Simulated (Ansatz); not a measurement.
SnO2 (Cassiterite):

```
CELL_PARAMETERS angstrom
4.73800 0.00000 0.00000
0.00000 4.73800 0.00000
0.00000 0.00000 3.18650
ATOMIC_POSITIONS crystal
Sn 0.50000 0.50000 0.50000
Sn 0.00000 0.00000 0.00000
O 0.80710 0.19290 0.50000
O 0.69290 0.69290 0.00000
O 0.19290 0.80710 0.50000
O 0.30710 0.30710 0.00000
```

- Program: Ansatz 0.2.0
- Task: relaxation of cell and atoms
- Functional: revPBE
- Dispersion: D4
- Potentials or basis: Ansatz PAW
- Cutoff: 420 eV (not typed: the program's choice for these potentials)
- k mesh: 6 × 6 × 8
- Occupations: fermi-dirac, width 0.05 eV
- Spin: no spin polarisation

At the start: volume 11.92 Å³/atom.

Question: Where does the relaxation end?

Answer: It ends after 7 steps and the volume is 12.29 Å³/atom (+3.1 %); space group P4_2/mnm (No. 136, to 0.05 Å).

The path:
```
step  energy change (eV)  largest force (eV/Å)  volume (Å³)
   1              0.0000                0.3152        71.53
   2             -0.0390                0.0454        73.63
   3             -0.0395                0.0644        73.71
   4             -0.0403                0.0058        73.64
   5             -0.0517                0.0057        73.64
   6             -0.0513                0.0001        73.73
   7             -0.0519                0.0002        73.73
```

Final structure:
```xyz
6
Lattice="4.7784 0.0000 0.0000 0.0000 4.7784 0.0000 0.0000 0.0000 3.2293" Properties=species:S:1:pos:R:3 pbc="T T T"
Sn    2.3892    2.3892    1.6146
Sn    0.0000    0.0000    0.0000
O     3.8509    0.9274    1.6146
O     3.3166    3.3166    0.0000
O     0.9274    3.8509    1.6146
O     1.4618    1.4618    0.0000
```

Caveat: the plane-wave basis is chosen anew once the cell has moved, so the energies of steps on either side of that aren't comparable; the pressure holds a Pulay correction of +0.8 GPa for the finite cutoff; the PAW data sets come from PBE, with cores solved anew for the run's functional, which leaves a small shift of forces and pressure.
